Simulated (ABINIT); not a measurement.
The system is PbSe (Clausthalite).

```xyz
2
Lattice="0.0000 3.0606 3.0606 3.0606 0.0000 3.0606 3.0606 3.0606 0.0000" Properties=species:S:1:pos:R:3 pbc="T T T"
Pb    0.0000    0.0000    0.0000
Se    3.0606    3.0606    3.0606
```

Base run:

| Item | Value |
| --- | --- |
| Program | ABINIT 10.8.3 (patched build) |
| Functional | WC |
| Potentials or basis | JTH PAW PBE v2.0 sp |
| Cutoff | 408 eV |
| k mesh | 8 × 8 × 8 |
| Occupations | fermi-dirac, width 0.05 eV |
| Spin | no spin polarisation |

Its results: band gap on the k mesh 0.21 eV, direct; pressure -0.4 GPa.

Problem. The run is repeated on the same cell with these changes: functional from WC to BLYP. What comes out?

Solution. Band gap on the k mesh 0.42 eV, direct; pressure 6.0 GPa.

BLYP binds less tightly than WC, so the same cell stands under more pressure.

Caveats: the PAW data sets were made with another functional, which shifts forces and pressure a little; spin-orbit coupling is left out, which as a rule narrows the gap of such compounds by several tenths of an eV; this set keeps more shells in the core, which shifts pressures and gaps.
